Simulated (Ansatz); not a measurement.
## Two-dimensional strain map in HfN

Method: DFT PBE, scalar-relativistic, plane waves, PAW in Ansatz 0.2.0. The runs took a 420 eV cutoff, a Γ-centred 18×18×18 mesh and Gaussian smearing (0.15 eV). Spin–orbit coupling is left out, which can shift energies with elements as heavy as these. No spin polarisation. Energies are free energies at this smearing, counted from the undisturbed cell; pressure is positive in compression.

Reference structure (as given, not relaxed at this level; it stands at 5.4 GPa):

```
Hf N
1.0
     0.00000    2.25900    2.25900
     2.25900    0.00000    2.25900
     2.25900    2.25900    0.00000
Hf N
1 1
Direct
  0.00000 0.00000 0.00000
  0.50000 0.50000 0.50000
```

The cell is strained by p along both x and y and by q along z, fractional coordinates fixed. Points are written (p, q).

Energy above the undisturbed cell in meV/atom (a dash: not computed):

```csv
p \ q,-0.030,-0.015,0.000,0.015,0.030
-0.030,126.1,95.1,76.4,68.1,68.6
-0.015,66.2,39.2,24.2,19.4,23.2
0.000,34.2,11.1,0.0,-1.2,6.0
0.015,26.0,6.8,-0.5,2.0,12.7
0.030,38.3,22.7,19.0,25.3,39.6
```

Pressure in GPa:

```
 p \ q  -0.030  -0.015  0.000  0.015  0.030
-0.030    37.1    31.1   25.9   21.4   17.4
-0.015    25.3    19.7   14.8   10.5    6.9
 0.000    15.4    10.1    5.4    1.4   -2.0
 0.015     7.0     1.9   -2.4   -6.2   -9.4
 0.030    -0.1    -4.9   -9.0  -12.6  -15.6
```